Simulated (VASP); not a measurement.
# Ge (P6_3/mmc) in VASP: notebook

One crystal, Ge, is run at these levels: PBE; tasks: single point.

Program: VASP 6.6.1. These are calculated values, not measurements. Logs are shortened: lines on timing, memory, paths and dates and some standing lists are left out, and cuts for length are marked.

## Step 1: The crystal as given

Symmetry: P6_3/mmc, No. 194, hexagonal system. The conventional cell has a = 3.998 Å, b = 3.998 Å, c = 6.599 Å, α = 90.00°, β = 90.00°, γ = 120.00°. Around Ge (site symmetry 3m) lie 4 Ge at 2.45 to 2.47 Å.

This isn't the form of Ge at room conditions, which is diamond.

## Step 2: Single point, PBE

Input file run.py:

```python
from ase import Atoms
from ase.calculators.vasp import Vasp
from ase.dft.bandgap import bandgap

atoms = Atoms(
    ['Ge', 'Ge', 'Ge', 'Ge'],
    cell=[[3.9975858431, 0.0, 0.0], [-1.9987929216, 3.462010894, 0.0], [0.0, 0.0, 6.59937795]],
    scaled_positions=[[0.3333333333, 0.6666666667, 0.93709875], [0.6666666667, 0.3333333333, 0.43709875], [0.3333333333, 0.6666666667, 0.56290125], [0.6666666667, 0.3333333333, 0.06290125]],
    pbc=True,
)
calc = Vasp(
    directory='calc',
    xc='pbe',
    pp='PBE',
    setups='gw',
    prec='Accurate',
    encut=550,
    ediff=1e-06,
    ismear=0,
    sigma=0.05,
    lreal=False,
    lasph=True,
    nelm=100,
    algo='Fast',
    isif=2,
    lwave=False,
    lcharg=False,
    kpts=[8, 8, 4],
    gamma=True,
)
atoms.calc = calc

print('energy (eV):', atoms.get_potential_energy())
print('free energy (eV):', atoms.get_potential_energy(force_consistent=True))
print('forces (eV/A):')
print(atoms.get_forces())
print('stress (eV/A^3, Voigt):', atoms.get_stress())
print('Fermi level (eV):', calc.get_fermi_level())
gap, top, bottom = bandgap(calc)
print('band gap (eV):', gap, 'from (spin, k, band)', top, 'to', bottom)
```

Potentials or basis: VASP PAW PBE potentials, release 64 (Ge_d_GW).

The run is started by

```bash
$ python run.py
```

Standard output:

```text
energy (eV): -17.93850776
free energy (eV): -17.9385471
forces (eV/A):
[[-0.         -0.         -0.01758137]
 [ 0.          0.         -0.01758137]
 [-0.         -0.          0.01758137]
 [ 0.          0.          0.01758137]]
stress (eV/A^3, Voigt): [-0.01562572 -0.01562572 -0.01420842 -0.         -0.          0.        ]
Fermi level (eV): 2.95433636
band gap (eV): 0.12749999999999995 from (spin, k, band) (0, np.int64(0), np.int64(27)) to (0, np.int64(0), np.int64(28))
```

OUTCAR:

```text
ENCUT = 550.000000
   EDIFF = 1.00e-06
   GGA = PE
   PREC = Accurate
   ISIF = 2
   ISMEAR = 0
   NELM = 100
   LASPH = .TRUE.
   LREAL = .FALSE.

 ion  position               nearest neighbor table
   1  0.333  0.667  0.937-   4 2.45   4 2.45   4 2.45   3 2.47
   2  0.667  0.333  0.437-   3 2.45   3 2.45   3 2.45   4 2.47
   3  0.333  0.667  0.563-   2 2.45   2 2.45   2 2.45   1 2.47
   4  0.667  0.333  0.063-   1 2.45   1 2.45   1 2.45   2 2.47

  LATTYP: Found a hexagonal cell.
 ALAT       =     3.9975858431
 C/A-ratio  =     1.6508408347

  Lattice vectors:

 A1 = (   3.9975858431,   0.0000000000,   0.0000000000)
 A2 = (  -1.9987929216,   3.4620108940,   0.0000000000)
 A3 = (   0.0000000000,   0.0000000000,   6.5993779500)

Analysis of symmetry for initial positions (statically):
=====================================================================
 Subroutine PRICEL returns:
 Original cell was already a primitive cell.

 Routine SETGRP: Setting up the symmetry group for a
 hexagonal supercell.

 Subroutine GETGRP returns: Found 24 space group operations
 (whereof 12 operations were pure point group operations)
 out of a pool of 24 trial point group operations.

The static configuration has the point symmetry D_3d.
 The point group associated with its full space group is D_6h.

Analysis of symmetry for dynamics (positions and initial velocities):
=====================================================================
 Subroutine PRICEL returns:
 Original cell was already a primitive cell.

 Routine SETGRP: Setting up the symmetry group for a
 hexagonal supercell.

 Subroutine GETGRP returns: Found 24 space group operations
 (whereof 12 operations were pure point group operations)
 out of a pool of 24 trial point group operations.

The dynamic configuration has the point symmetry D_3d.
 The point group associated with its full space group is D_6h.

 Subroutine INISYM returns: Found 24 space group operations
 (whereof 12 operations are pure point group operations),
 and found     1 'primitive' translations

----------------------------------------------------------------------------------------

                                     Primitive cell

  volume of cell :      91.3333

  direct lattice vectors                    reciprocal lattice vectors
     3.997585843  0.000000000  0.000000000     0.250150976  0.144424733  0.000000000
    -1.998792922  3.462010894  0.000000000     0.000000000  0.288849467  0.000000000
     0.000000000  0.000000000  6.599377950     0.000000000  0.000000000  0.151529433

  length of vectors
     3.997585843  3.997585843  6.599377950     0.288849467  0.288849467  0.151529433

  position of ions in fractional coordinates (direct lattice)
     0.333333333  0.666666667  0.937098750
     0.666666667  0.333333333  0.437098750
     0.333333333  0.666666667  0.562901250
     0.666666667  0.333333333  0.062901250

  ion indices of the primitive-cell ions
   primitive index   ion index
                 1           1
                 2           2
                 3           3
                 4           4

----------------------------------------------------------------------------------------
[... 26 lines left out ...]
            Coordinates               Weight
  0.000000  0.000000  0.000000      1.000000
  0.125000  0.000000  0.000000      6.000000
  0.250000  0.000000  0.000000      6.000000
  0.375000  0.000000  0.000000      6.000000
  0.500000  0.000000  0.000000      3.000000
  0.125000  0.125000  0.000000      6.000000
[... 16 lines left out ...]
  0.250000  0.000000  0.500000      6.000000
  0.375000  0.000000  0.500000      6.000000
 [... further k-points ...]
   k-points           NKPTS =     30   k-points in BZ     NKDIM =     30   number of bands    NBANDS=     33
   number of dos      NEDOS =    301   number of ions     NIONS =      4
   total plane-waves  NPLWV =  51200
   dimension x,y,z NGX =    32 NGY =   32 NGZ =   50
   dimension x,y,z NGXF=    64 NGYF=   64 NGZF=  100
   ions per type =               4
   NGX,Y,Z   is equivalent  to a cutoff of  13.31, 13.31, 12.60 a.u.
   NGXF,Y,Z  is equivalent  to a cutoff of  26.62, 26.62, 25.19 a.u.
 SYSTEM =  unknown system
   PREC   = accura    normal or accurate (medium, high low for compatibility)
   ISTART =      0    job   : 0-new  1-cont  2-samecut
   ICHARG =      2    charge: 1-file 2-atom 10-const
   ISPIN  =      1    spin polarized calculation?
   LNONCOLLINEAR =      F non collinear calculations
   LSORBIT =      F    spin-orbit coupling
   LASPH  =      T    aspherical Exc in radial PAW
   ENCUT  =  550.0 eV  40.42 Ry    6.36 a.u.   7.64  7.64 12.62*2*pi/ulx,y,z
   NELM   =    100;   NELMIN=  2; NELMDL= -5     # of ELM steps
   EDIFF  = 0.1E-05   stopping-criterion for ELM
   LREAL  =      F    real-space projection
   EDIFFG = 0.1E-04   stopping-criterion for IOM
   NSW    =      0    number of steps for IOM
   IBRION =     -1    ionic relax: 0-MD 1-quasi-New 2-CG
   NFREE  =      0    steps in history (QN), initial steepest desc. (CG)
   ISIF   =      2    stress and relaxation
   ISYM   =      2    0-nonsym 1-usesym 2-fastsym
   POTIM  = 0.5000    time-step for ionic-motion
   TEBEG  =    0.0;   TEEND  =   0.0 temperature during run
   PSTRESS=    0.0 pullay stress
   NELECT =      56.0000    total number of electrons
   NUPDOWN=      -1.0000    fix difference up-down
   EMIN   =  10.00;   EMAX   =-10.00  energy-range for DOS
   EFERMI =   0.00;   METHOD = LEGACY
   ISMEAR =     0;   SIGMA  =   0.05  broadening in eV -4-tet -1-fermi 0-gaus
   EFERMI_NEDOS =   21; number of points for ismear=-14 and -15
   IALGO  =     68    algorithm
   IMIX   =      4    mixing-type and parameters
     AMIX     =   0.40;   BMIX     =  1.00
     AMIX_MAG =   1.60;   BMIX_MAG =  1.00
  volume/ion in A,a.u.               =      22.83       154.09
  Fermi-wavevector in a.u.,A,eV,Ry     =   1.390789  2.628209 26.317650  1.934293
  Thomas-Fermi vector in A             =   2.514690
   LORBIT       =      0    0 simple, 1 ext, 2 COOP (PROOUT), +10 PAW based schemes
   GGA     = PE    functional components
   LHFCALC =     F    Hartree Fock is set to
   AEXX    =    0.0000 exact exchange contribution
   IVDW    =     0    specifies the selected vdW correction
   LEPSILON=     F    determine dielectric tensor
   LRPA    =     F    only Hartree local field effects (RPA)
 non-spin polarized calculation
 RMM-DIIS sequential band-by-band and
 Gauss-broadening in eV      SIGMA  =   0.05
  energy-cutoff  :      550.00
  volume of cell :       91.33
 maximum number of plane-waves:      2702
 NGX is ok and might be reduce to    32
   NGX = 15   NGY = 15   NGZ = 25

 number of electron      55.9999980 magnetization

 Free energy of the ion-electron system (eV)
  ---------------------------------------------------
  ext. energy  EPLUGINS =         0.00000000
  ---------------------------------------------------
  free energy    TOTEN  =       -17.93854710 eV

  energy without entropy =      -17.93846842  energy(sigma->0) =      -17.93850776

 E-fermi :   2.9543     XC(G=0):  -9.9071

 val. band max:        2.9003820558   @ k =   0.0000   0.0000   0.0000
 cond. band min:       3.0278955181   @ k =   0.0000   0.0000   0.0000
 fundamental gap:      0.1275134623
 Fermi energy:         2.9543363648

 k-point     1 :       0.0000    0.0000    0.0000
  band No.  band energies     occupation
      1     -22.0115      2.00000
      2     -22.0115      2.00000
      3     -21.9735      2.00000
      4     -21.9735      2.00000
      5     -21.9735      2.00000
      6     -21.9604      2.00000
[... 853 lines left out ...]
     32       5.4788      0.00000
     33       8.8699      0.00000

 [... further k-points ...]

------------------------ aborting loop because EDIFF is reached ----------------------------------------

  FORCE on cell =-STRESS in cart. coord.  units (eV):
  Direction    XX          YY          ZZ          XY          YZ          ZX
  --------------------------------------------------------------------------------------
  -------------------------------------------------------------------------------------
  Total        1.4271485      1.4271485      1.2977017     -0.0000000      0.0000000      0.0000000
  in kB       25.0351691     25.0351691     22.7644017     -0.0000000      0.0000000      0.0000000
  external PRESSURE =      24.2782467 kB  Pullay stress =       0.0000000 kB

 VOLUME and BASIS-vectors are now :
 -----------------------------------------------------------------------------
  energy-cutoff  :      550.00
  volume of cell :       91.33
      direct lattice vectors                 reciprocal lattice vectors
     3.997585843  0.000000000  0.000000000     0.250150976  0.144424733  0.000000000
    -1.998792922  3.462010894  0.000000000     0.000000000  0.288849467  0.000000000
     0.000000000  0.000000000  6.599377950     0.000000000  0.000000000  0.151529433

 POSITION                                       TOTAL-FORCE (eV/Angst)
 -----------------------------------------------------------------------------------
     -0.00000      2.30801      6.18427        -0.000000     -0.000000     -0.017581
      1.99879      1.15400      2.88458         0.000000      0.000000     -0.017581
     -0.00000      2.30801      3.71480        -0.000000     -0.000000      0.017581
      1.99879      1.15400      0.41511         0.000000      0.000000      0.017581
 -----------------------------------------------------------------------------------
    total drift:                               -0.000000      0.000000     -0.000000

  FREE ENERGIE OF THE ION-ELECTRON SYSTEM (eV)
  ---------------------------------------------------
  free  energy   TOTEN  =       -17.9385470999 eV

  energy  without entropy=      -17.9384684174  energy(sigma->0) =      -17.93850776
```

INCAR:

```text
ENCUT = 550.000000
SIGMA = 0.050000
EDIFF = 1.00e-06
ALGO = Fast
GGA = PE
PREC = Accurate
ISIF = 2
ISMEAR = 0
NELM = 100
LASPH = .TRUE.
LCHARG = .FALSE.
LWAVE = .FALSE.
LREAL = .FALSE.
```

It took 1.8 min on 1 thread of Intel Xeon Platinum 8488C (Sapphire Rapids), shared host; peak memory 0.25 GiB.

Results:

```
Free energy            : -17.9385 eV
Pressure               : 2.4 GPa
Largest force          : 0.018 eV/Å
Band gap on the k mesh : 0.13 eV, direct
```

Forces in eV/Å, atoms in the order of the input:
```
Ge   0.000  0.000 -0.018
Ge   0.000  0.000 -0.018
Ge   0.000  0.000  0.018
Ge   0.000  0.000  0.018
```

Levels at points of the mesh, in eV from the valence-band top:
```csv
k point,band 24,band 25,band 26,band 27,band 28,band 29,band 30,band 31,band 32,band 33
"(0.00, 0.00, 0.00)",-1.47,-1.47,-0.15,-0.07,0.00,0.13,0.13,2.28,2.28,2.76
"(0.50, 0.00, 0.00)",-6.74,-4.57,-3.06,-2.80,-1.44,0.56,1.66,3.59,3.73,4.34
"(0.00, 0.00, 0.50)",-4.80,-0.85,-0.85,-0.85,-0.85,0.70,0.70,3.38,3.38,3.38
"(0.50, 0.00, 0.50)",-7.86,-2.54,-2.54,-2.40,-2.40,0.55,0.55,2.14,2.14,6.13
```

A k mesh can miss the band edges.

## Step 3: Single point, PBE

Input file INCAR:

```
SYSTEM = Ge
PREC = Accurate
ENCUT = 450
EDIFF = 1E-6
ISMEAR = 0
SIGMA = 0.02
LREAL = .False.
LASPH = .True.
NELM = 60
ALGO = Fast
ISIF = 2
LWAVE = .False.
LCHARG = .False.
GGA = PE
```

Input file KPOINTS:

```
Automatic mesh
0
Gamma
  3 3 2
  0 0 0
```

Input file POSCAR:

```
Ge
1.0
    3.9975858431      0.0000000000      0.0000000000
   -1.9987929216      3.4620108940      0.0000000000
    0.0000000000      0.0000000000      6.5993779500
Ge
4
Direct
    0.3333333333      0.6666666667      0.9370987500
    0.6666666667      0.3333333333      0.4370987500
    0.3333333333      0.6666666667      0.5629012500
    0.6666666667      0.3333333333      0.0629012500
```

Potentials or basis: VASP PAW PBE potentials, release 64 (Ge_d_GW).

The run is started by

```bash
$ cat potpaw_PBE.64/Ge_d_GW/POTCAR > POTCAR
$ mpirun -np 1 vasp_std > vasp.out
```

Run time: 14 s. Hardware: 1 thread of AMD EPYC 9R45 (Zen 5), shared host; peak memory 0.14 GiB.

Results (log left out):

* Free energy: -17.1910 eV
* Pressure: 5.0 GPa
* Largest force: 0.165 eV/Å
* Band gap on the k mesh: 0.11 eV, direct

Forces in eV/Å, atoms in the order of the input:
```
Ge   0.000  0.000 -0.165
Ge   0.000  0.000 -0.165
Ge   0.000  0.000  0.165
Ge   0.000  0.000  0.165
```

Stress tensor (GPa, compression positive):
```
6.85 0.00 0.00
0.00 6.85 0.00
0.00 0.00 1.35
```

Levels at points of the mesh, in eV from the valence-band top:
| k point | band 25 | band 26 | band 27 | band 28 | band 29 | band 30 | band 31 | band 32 |
| --- | --- | --- | --- | --- | --- | --- | --- | --- |
| (0.00, 0.00, 0.00) | -1.49 | -0.14 | -0.10 | 0.00 | 0.11 | 0.11 | 2.25 | 2.25 |
| (0.00, 0.00, 0.50) | -0.87 | -0.87 | -0.87 | -0.87 | 0.67 | 0.67 | 3.35 | 3.35 |

Caveat: the k mesh is coarse (spacing up to 0.60 Å⁻¹), so the values aren't converged; the cutoff is under 1.25 times the usual one of these potentials, so pressure, stress and relaxed cells hold a basis-set (Pulay) error. Expect the measured gap to be larger: semilocal functionals such as PBE lack the derivative discontinuity.

## Step 4: Single point, PBE

Input file INCAR:

```
PREC = Accurate ; ENCUT = 550
EDIFF = 1E-6 ; ISMEAR = 0
SIGMA = 0.1 ; LREAL = False
LASPH = True ; NELM = 100
ALGO = Normal ; ISIF = 2
LWAVE = False ; LCHARG = False
GGA = PE
```

Input file KPOINTS:

```
regular mesh
0
Gamma
  8 8 4
```

POSCAR is that of step 3.

The run is started by

```bash
$ cat potpaw_PBE.64/Ge_d_GW/POTCAR > POTCAR
$ mpirun -np 1 vasp_std > vasp.out
```

It took 93 s on 1 thread of Intel Xeon Platinum 8259CL at 2.50GHz (Skylake/Cascade Lake), shared host; peak memory 0.24 GiB.

Results (log left out):

```
Free energy            : -17.9388 eV
Pressure               : 2.5 GPa
Largest force          : 0.015 eV/Å
Band gap on the k mesh : 0.13 eV, direct
```

Forces in eV/Å, atoms in the order of the input:
```
Ge   0.000  0.000 -0.015
Ge   0.000  0.000 -0.015
Ge   0.000  0.000  0.015
Ge   0.000  0.000  0.015
```

Stress tensor (GPa, compression positive):
```
2.55 0.00 0.00
0.00 2.55 0.00
0.00 0.00 2.29
```

Levels at points of the mesh, in eV from the valence-band top:
```csv
k point,band 24,band 25,band 26,band 27,band 28,band 29,band 30,band 31,band 32,band 33
"(0.00, 0.00, 0.00)",-1.47,-1.47,-0.15,-0.07,0.00,0.13,0.13,2.28,2.28,2.76
"(0.50, 0.00, 0.00)",-6.74,-4.57,-3.06,-2.80,-1.44,0.56,1.66,3.59,3.73,4.33
"(0.00, 0.00, 0.50)",-4.80,-0.85,-0.85,-0.85,-0.85,0.70,0.70,3.38,3.38,3.38
"(0.50, 0.00, 0.50)",-7.86,-2.54,-2.54,-2.40,-2.40,0.55,0.55,2.14,2.14,6.12
```

A k mesh can miss the band edges.

## Step 5: Overview

| k mesh | cutoff (eV) | smearing | further INCAR settings | mesh quality | gap on the mesh (eV) | pressure (GPa) | largest force (eV/Å) |
| --- | --- | --- | --- | --- | --- | --- | --- |
| 8 × 8 × 4 | 550 | gaussian 0.05 eV | ALGO = Fast; EDIFF = 1.00e-06 | not flagged | 0.13 | 2.4 | 0.02 |
| 3 × 3 × 2 | 450 | gaussian 0.02 eV | ALGO = Fast; EDIFF = 1e-06 | coarse | 0.11 | 5.0 | 0.17 |
| 8 × 8 × 4 | 550 | gaussian 0.1 eV | ALGO = Normal; EDIFF = 1e-06 | not flagged | 0.13 | 2.5 | 0.01 |

Alike in all rows: task single point; level PBE; potentials or basis VASP PAW PBE potentials, release 64 (Ge_d_GW); no spin polarisation; cell as given.

Caveats: some runs use coarse meshes; the cutoff is under 1.25 times the usual one of these potentials, so pressure, stress and relaxed cells hold a basis-set (Pulay) error (some runs).

Absolute energies hang on the potentials; compare differences alone.
